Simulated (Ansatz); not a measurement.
Input for Ansatz (plane-wave DFT, PAW):

```yaml
crystal:
  lattice:
    - [3.9160015452, 0.0, 0.0019241707]
    - [0.0, 4.0676561786, 0.0]
    - [-0.5449033524, 0.0, 5.6185184901]
  atoms:
    - { symbol: Ag, position: [0.1872360745, 0.25, 0.2242489221] }
    - { symbol: Ag, position: [0.8127639255, 0.75, 0.7757510779] }
    - { symbol: Cl, position: [0.7341779873, 0.75, 0.2968266689] }
    - { symbol: Cl, position: [0.2658220127, 0.25, 0.7031733311] }
basis:
  ecutwfc: 420
kpoints:
  mp_grid: { grid: [8, 8, 6] }
hamiltonian:
  xc: pbe
scf:
  occupations: { method: gaussian, width: 0.02 }
output:
  forces: true
  stress: true
  eigenvalues: true
```

Launched with
```bash
ansatz run input.yaml --threads 1 --pin off --max-ram 1331MiB --backend cpu --events-out ev --progress --plain --runs-dir out
```

The calculation used DFT PBE, scalar-relativistic, plane waves, PAW in Ansatz 0.2.0.

Abridged output:

```
Pseudopotentials: kind: paw
Pseudopotential: Ag, paw, valence charge 19, recommended cutoff 420 eV (normal)
Pseudopotential: Cl, paw, valence charge 7, recommended cutoff 420 eV (normal)
Functional definition: PBE
Crystal: 4 atoms, lattice volume = 89.501 Å³
Basis set: ecut = 420 eV, 1763 PW (Γ), exchange–correlation on 54×60×80 points (8 copies of the dense FFT grid, shifted against one another)
Bands: 32, of which v1, the nominal top of the filled ones, is band 26 counted from 1 (25 counted from 0)
Symmetry: 4 space group operations
Space group: P21/m (ITA 11), of the structure as read, at distance tolerance 4.5e-5 Å
k-points: 130 of 384
Initial density: superposition of atomic densities (neutral atoms: chi_scale 0, normalization atom), corrected by the library's trained network
Initial wavefunctions: pseudopotential atomic-orbital guess
Functional: x = pbe(κ = 0.804, μ = 0.21951497), c = pbe(β = 0.06672455)
SCF iter   1: F=—  HF=-17341.596469 eV  |F-HF|=—  |Δ(HF+E_count)|=         —  Δρ=6.96e-4  dr2=5.03e-4  ethr=1.77e-3  ⟨swp⟩=5.4  Hψ=15879  notcnv=0
SCF iter   2: F=—  HF=-17341.598008 eV  |F-HF|=—  |Δ(HF+E_count)|=   1.54e-3  Δρ=3.60e-4  dr2=1.42e-4  ethr=9.68e-7  ⟨swp⟩=3.2  Hψ=10754  notcnv=0  defer=116
SCF iter   3: F=—  HF=-17341.598079 eV  |F-HF|=—  |Δ(HF+E_count)|=   7.13e-5  Δρ=9.86e-5  dr2=1.20e-5  ethr=2.74e-7  ⟨swp⟩=2.0  Hψ=6000  notcnv=0  defer=23
automatic band count: iteration 3 solves 31 bands in place of 32: the levels show a gap, and the empty bands left out lie too high to hold charge; the band table lists the bands solved (type scf.n_extra_bands for more)
SCF iter   4: F=—  HF=-17341.598102 eV  |F-HF|=—  |Δ(HF+E_count)|=   2.27e-5  Δρ=4.28e-5  dr2=2.30e-6  ethr=2.31e-8  ⟨swp⟩=2.0  Hψ=5911  notcnv=0  defer=23
SCF iter   5: F=—  HF=-17341.598103 eV  |F-HF|=—  |Δ(HF+E_count)|=   1.26e-6  Δρ=2.12e-5  dr2=4.63e-7  ethr=4.41e-9  ⟨swp⟩=2.1  Hψ=6858  notcnv=0  defer=23
SCF iter   6: F=-17341.598103 eV  HF=-17341.598103 eV  |F-HF|=2.77e-8  |Δ(HF+E_count)|=   1.61e-7  Δρ=6.53e-6  dr2=3.18e-8  ethr=1.92e-10  ⟨swp⟩=7.0  Hψ=16532  notcnv=0
SCF 1 converged in 6 iterations: F = -17341.598103 eV  dr2 = 3.18e-8
SCF converged after 6 iterations
Free energy (F): -17341.598103 eV
Harris-Foulkes:  -17341.598103 eV  (|F-HF|=2.77e-8)
Internal energy: -17341.598103 eV  (E = F + TS)
E sigma→0 (E₀):  -17341.598103 eV
Fermi energy:    7.599846 eV
--- Per-component energies (eV) ---
  E_band       = -751.664328
  E_kinetic    = 1376.685539
  E_local      = -6591.107375  (includes V_loc(G=0)·N_el)
  E_nonlocal   = 225.159748
  E_hartree    = 2886.055448
  E_xc         = -579.190755
  E_vxc        = -707.247489  (∫ρ·V_xc dr)
  E_paw        = -9129.467665  (= ΣΔE_a)
  E_vpaw       = -827.273501  (= ΣTr[D̂ρ^β])
  E_aug_tail   = 0.000820  (compensation charges beyond the density's cutoff)
  E_ewald      = -5529.733864
  E_smearing   =  0.000000  (= −TS)
--- Forces (eV/Å), atoms counted from 1 ---
  atom   1  Ag     0.08194640     0.00000000    -0.16278859
  atom   2  Ag    -0.08194640     0.00000000     0.16278859
  atom   3  Cl    -0.10399635     0.00000000    -0.71176859
  atom   4  Cl     0.10399635     0.00000000     0.71176859
--- Stress (GPa, compression-positive) ---
       -0.448615       0.000000       0.443744
        0.000000      -0.737128       0.000000
        0.443744       0.000000      -0.572961
  P = ⅓ Tr σ = -0.5862 GPa (-5.862 kbar)
--- Band table (eV; the first three rows and the last of 130) ---
  k-point 0: bands = ["-82.3698", "-82.3695", "-45.9206", "-45.9147", "-45.8986", "-45.8957", "-45.8947", "-45.8947", "-7.5035", "-6.9817", "3.2179", "4.0948", "4.2716", "4.6094", "4.7641", "4.8248", "4.8749", "4.8808", "5.1524", "5.2842", "5.3622", "5.4308", "5.4658", "5.5549", "5.7423", "5.7777", "7.9896", "10.2187", "15.0944", "15.5570", "17.1454"]
  k-point 1: bands = ["-82.3698", "-82.3695", "-45.9205", "-45.9148", "-45.8985", "-45.8958", "-45.8949", "-45.8946", "-7.4780", "-6.9977", "3.1058", "4.0533", "4.1771", "4.3147", "4.6498", "4.7362", "4.8753", "4.9360", "5.2494", "5.2719", "5.2786", "5.4938", "5.5271", "5.8052", "5.8100", "5.9309", "8.4044", "10.4089", "15.1115", "15.1745", "16.8506"]
  k-point 2: bands = ["-82.3698", "-82.3695", "-45.9202", "-45.9151", "-45.8984", "-45.8959", "-45.8950", "-45.8944", "-7.4194", "-7.0374", "2.9609", "3.5971", "3.9831", "4.2004", "4.6378", "4.6723", "4.8748", "5.0538", "5.2199", "5.2414", "5.4541", "5.4970", "5.5942", "5.8391", "5.9335", "6.2587", "9.4364", "10.8109", "14.0956", "15.3906", "16.4122"]
  k-point 129: bands = ["-82.3696", "-82.3696", "-45.9180", "-45.9180", "-45.8976", "-45.8976", "-45.8958", "-45.8958", "-7.0188", "-7.0188", "3.2106", "3.2106", "3.3305", "3.3305", "4.2576", "4.2576", "5.0151", "5.0151", "5.3520", "5.3520", "5.4219", "5.4219", "5.7798", "5.7798", "6.2290", "6.2290", "11.3567", "11.3567", "14.0134", "14.0134", "15.2342"]
```

The calculation finished and met its thresholds.